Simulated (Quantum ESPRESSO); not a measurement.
Crystal: BP.

```
CELL_PARAMETERS angstrom
0.00000 2.26900 2.26900
2.26900 0.00000 2.26900
2.26900 2.26900 0.00000
ATOMIC_POSITIONS crystal
P 0.75000 0.75000 0.75000
B 0.00000 0.00000 0.00000
```

Base run:

| Item | Value |
| --- | --- |
| Program | Quantum ESPRESSO 7.5 |
| Functional | LDA |
| Potentials or basis | PseudoDojo 0.4.1 SR LDA standard |
| Cutoff | 1034 eV |
| Density cutoff | 4136 eV |
| k mesh | 6 × 6 × 6 |
| Occupations | fixed |
| Spin | no spin polarisation |

Its results: band gap on the k mesh, mean-field level 1.32 eV, indirect (least direct gap 3.39 eV).

**Question.** The run is repeated on the same cell with these changes: functional from LDA to PBEsol; potentials or basis from PseudoDojo 0.4.1 SR LDA standard to PseudoDojo 0.4.1 SR PBEsol standard. What comes out?

**Answer.** Band gap on the k mesh, mean-field level 1.23 eV, indirect (least direct gap 3.36 eV).

A k mesh can miss the band edges.
